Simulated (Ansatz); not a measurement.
MgI2 (started from an entry of an open crystallographic database), relaxed with r2SCAN+rVV10 in Ansatz. Space group P-3m1 (No. 164), trigonal; a = 4.157 Å, c = 6.876 Å in the conventional setting, 34.29 Å³ an atom. Around Mg lie 6 I at 2.92 Å; around I lie 3 Mg at 2.92 Å.

The axes x, y and z are those of this cell:
```yaml
crystal:
  lattice:
    - [4.15664, 0.00000, 0.00000]
    - [-2.07832, 3.59975, 0.00000]
    - [0.00000, 0.00000, 6.87561]
  atoms:
    - { symbol: Mg, position: [0.00000, 0.00000, 0.00000] }
    - { symbol: I, position: [0.33333, 0.66667, 0.24257] }
    - { symbol: I, position: [0.66667, 0.33333, 0.75743] }
```

Unstrained: The PBE gap is indirect, 3.495 eV (Γ to k = (0, 0.469, 0.323)), below the direct gap of 3.696 eV at Γ. r2SCAN gives an indirect gap of 4.111 eV, from Γ to k = (0, 0.469, 0.323); the least direct gap is 4.514 eV at Γ. The HSE06 gap is indirect, 4.449 eV (Γ to k = (0, 0.469, 0.323)), below the direct gap of 4.725 eV at Γ. Meshes: PBE 12×12×4, r2SCAN 12×12×4, HSE06 6×6×4. Strains are changes of length per length, and xy shears are angles. After each strain the atoms were relaxed again with r2SCAN+rVV10 in this cell and within any symmetry left, so distortions that break it or need a larger cell weren't tested; points keep the names that they have in the unstrained zone. No spin polarisation and no zero-point or thermal motion.

Q: Apply uniaxial +4.46 % along x, other directions held. How far does the gap move, against the unstrained cell?

A: PBE: the gap goes from 3.495 to 3.247 eV (-0.248 eV); the edges go from Γ → (0, 0.469, 0.323) to Γ → (0, 0.469, 0.279). r2SCAN: the gap goes from 4.111 to 3.841 eV (-0.270 eV); the edges go from Γ → (0, 0.469, 0.323) to Γ → (0, 0.469, 0.279). HSE06: the gap goes from 4.449 to 4.187 eV (-0.262 eV); the edges go from Γ → (0, 0.469, 0.323) to Γ → (0, 0.469, 0.279).

Q: Apply uniaxial +1.88 % along z, other directions held. How far does the gap move, against the unstrained cell?

A: PBE: the gap goes from 3.495 to 3.573 eV (+0.078 eV); the edges go from Γ → (0, 0.469, 0.323) to Γ → (0, 0.471, 0.328). r2SCAN: the gap goes from 4.111 to 4.193 eV (+0.082 eV); the edges go from Γ → (0, 0.469, 0.323) to Γ → (0, 0.471, 0.328). HSE06: the gap goes from 4.449 to 4.524 eV (+0.075 eV); the edges go from Γ → (0, 0.469, 0.323) to Γ → (0, 0.471, 0.328).

Q: Apply biaxial +0.38 % in x and y, z held. How far does the gap move, against the unstrained cell?

A: PBE: the gap goes from 3.495 to 3.476 eV (-0.019 eV); the edges go from Γ → (0, 0.469, 0.323) to Γ → (0, 0.466, 0.320). r2SCAN: the gap goes from 4.111 to 4.090 eV (-0.021 eV); the edges go from Γ → (0, 0.469, 0.323) to Γ → (0, 0.466, 0.320). HSE06: the gap goes from 4.449 to 4.429 eV (-0.020 eV); the edges go from Γ → (0, 0.469, 0.323) to Γ → (0, 0.466, 0.320).

Q: Estimate what xy shear, engineering strain (angle) +4.74 % does to the gap.

A: PBE: the gap goes from 3.495 to 3.326 eV (-0.169 eV); the edges go from Γ → (0, 0.469, 0.323) to Γ → (0.469, -0.469, 0.299). r2SCAN: the gap goes from 4.111 to 3.929 eV (-0.182 eV); the edges go from Γ → (0, 0.469, 0.323) to Γ → (0.469, -0.469, 0.299). HSE06: the gap goes from 4.449 to 4.265 eV (-0.184 eV); the edges go from Γ → (0, 0.469, 0.323) to Γ → (0.469, -0.469, 0.299).

Spin-orbit coupling is left out, which matters wherever the heavy atoms make up the band edges.

Where an edge lies off the special points, it is a point of the mesh or the k point where a search put PBE's edge or least direct gap, reused for the other functionals, whose own edges may lie a little apart.

Coordinates of k points refer to the reciprocal vectors of the primitive cell of the runs.

The meshes of the hybrids are coarse, so their gaps aren't converged to the digits shown.
